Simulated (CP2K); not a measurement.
BN under changes of volume

One of the cells (5.969 Å³/atom); the others are scaled copies at fixed shape and fractional positions:

```
N B
1.0
     2.55394    0.00000    0.00000
    -1.27697    2.21178    0.00000
     0.00000    0.00000    4.22685
N B
2 2
Direct
  0.33333 0.66667 0.12528
  0.66667 0.33333 0.62528
  0.33333 0.66667 0.49972
  0.66667 0.33333 0.99972
```

Measurements of this composition are mostly on another form, of space group No. 194.

```yaml
Program: CP2K 2026.2
Functional: PBEsol
Potentials_or_basis: POTENTIAL_UZH N GTH-PBE-q5, B GTH-PBE-q3; TZVP-MOLOPT-PBE-GTH basis
Density_cutoff: 6123 eV
k_mesh: 12 × 12 × 6
Occupations: fermi-dirac, width 0.05 eV
Spin: no spin polarisation
```

```tsv
volume (Å³/atom)	energy over the lowest point (meV/atom)	pressure (GPa)	gap on the mesh (eV)
5.611	22.66	23.4	7.44
5.730	8.51	14.1	7.43
5.850	?	?	?
5.969	0.00	-2.2	7.39
6.088	4.48	-9.3	7.37
6.208	13.81	-15.7	7.35
6.327	27.72	-21.6	7.33
```

Task: What does the run at 5.850 Å³/atom give?

Result: Energy over the lowest point 1.23 meV/atom; pressure 5.6 GPa; gap on the mesh 7.41 eV.

Worked out: A Birch-Murnaghan fit of order 3 (a polynomial in V^(-2/3)) to the other rows has its minimum at 5.93 Å³/atom with B0 = V·E''(V) = 382 GPa and B' = 4.3 at fixed shape and positions, which overstates the stiffness. It gives 1.16 meV/atom at 5.850 Å³/atom, against the run's 1.23, and -dE/dV = 5.5 GPa, against 5.6. A straight line through the other rows of the gap, of slope -0.938 eV per unit of ln V, gives 7.41 eV, against the run's 7.41.

Energies are extrapolated to zero smearing.

Caveats: the potentials were made for another functional, which shifts forces and pressure; the basis of atomic orbitals isn't converged, which shifts pressures, moduli and gaps.

A mesh can miss the band edges.
